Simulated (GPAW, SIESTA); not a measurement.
Given: the input of a run of GPAW 26.7.0 (ASE script) on MgSi. The cell comes from a database or a generator and needn't be the stable form of this composition.

File run.py:

```python
from ase import Atoms
from ase.dft.bandgap import bandgap
from ase.io import write
from ase.units import Bohr, GPa
from gpaw import GPAW, PW, setup_paths
from gpaw.elf import elf_from_dft_calculation

setup_paths.insert(0, '.')

atoms = Atoms(['Si', 'Mg'],
              cell=[[2.908394, 0.0, 0.0],
                    [0.0, 2.908394, 0.0],
                    [0.0, 0.0, 4.103427]],
              scaled_positions=[[0.5, 0.5, 0.5],
                                [0.0, 0.0, 0.0]],
              pbc=True)

calc = GPAW(mode=PW(800),
            xc='PBEsol',
            kpts={'size': (9, 9, 7), 'gamma': True},
            occupations={'name': 'fermi-dirac', 'width': 0.05},
            nbands=15,
            convergence={'density': 1e-05, 'energy': 1e-05},
            maxiter=150,
            txt='gpaw.txt')
atoms.calc = calc
energy = atoms.get_potential_energy()
forces = atoms.get_forces()
stress = atoms.get_stress()
calc.write('gs.gpw')
write('result.traj', atoms)
print(f'Energy: {energy:.6f} eV')
print('Forces (eV/A):')
print(forces.round(4))
print('Stress (GPa):', (stress / GPa).round(3))
print('Fermi level:', round(calc.get_fermi_level(), 4), 'eV')
print(f'Gap: {bandgap(calc)[0]:.4f} eV, direct: {bandgap(calc, direct=True)[0]:.4f} eV')

# fields on the real-space grid
write('density.cube', atoms, data=calc.get_pseudo_density() * Bohr**3)
write('potential.cube', atoms, data=calc.get_electrostatic_potential())
write('elf.cube', atoms, data=elf_from_dft_calculation(calc).data)
```

Potentials or basis: PAW data sets generated in the run's folder for this functional, pw.

The run is started by

```bash
$ gpaw-setup -f PBEsol Mg Si
$ OMP_NUM_THREADS=1 python run.py
```

Task: Set up the same calculation for SIESTA 5.4.2. Potentials or basis there: files PseudoDojo sr-pbesol-0.4.1-standard, DZP (energy shift 0.003 Ry; two zetas on semicore shells).

Result: As run (cutoffs and basis follow the program's own potentials, and thresholds, step limits or extra output files can differ):

The input MgSi.fdf:

```
SystemName                      MgSi
SystemLabel                     MgSi
NumberOfSpecies                 2
NumberOfAtoms                   2
%block ChemicalSpeciesLabel
  1  14 Si
  2  12 Mg
%endblock ChemicalSpeciesLabel

LatticeConstant                 1.0 Ang
%block LatticeVectors
     2.9083940000     0.0000000000     0.0000000000
     0.0000000000     2.9083940000     0.0000000000
     0.0000000000     0.0000000000     4.1034270000
%endblock LatticeVectors
AtomicCoordinatesFormat         Fractional
%block AtomicCoordinatesAndAtomicSpecies
     0.5000000000     0.5000000000     0.5000000000  1  Si
     0.0000000000     0.0000000000     0.0000000000  2  Mg
%endblock AtomicCoordinatesAndAtomicSpecies

%block kgrid.MonkhorstPack
    9   0   0  0.0
    0   9   0  0.0
    0   0   7  0.0
%endblock kgrid.MonkhorstPack
XC.Functional                   GGA
XC.Authors                      PBEsol
PAO.BasisSize                   DZP
PAO.EnergyShift                 0.003 Ry
Mesh.Cutoff                     800 Ry
OccupationFunction              FD
ElectronicTemperature           0.05 eV
MaxSCFIterations                120
SCF.MustConverge                false
SCF.Mixer.Method                Pulay
SCF.Mixer.Weight                0.25
SCF.Mixer.History               8
SCF.DM.Tolerance                5.0e-05
SCF.H.Tolerance                 1.0e-03 eV
WriteForces                     true
Charge.Mulliken                 end
Charge.Hirshfeld                end
Charge.Voronoi                  end
SaveRho                         true
SaveElectrostaticPotential      true
%block PAO.Basis
  Mg 4
  n=2 0 2
    2.604 0.000
  n=3 0 2
    8.229 0.000
  n=2 1 2
    2.943 0.000
  n=3 1 1
    8.229
%endblock PAO.Basis
```

Potentials or basis: PseudoDojo 0.4 standard (PBEsol files), converted to PSML, two zetas on semicore shells, DZP (energy shift 0.003 Ry; two zetas on semicore shells).

The run is started by

```bash
$ siesta < MgSi.fdf > MgSi.out 2>&1
```

Both were run:

|  | GPAW | SIESTA |
| --- | --- | --- |
| Pressure | -1.4 GPa | 0.9 GPa |

Pressure is positive in compression.
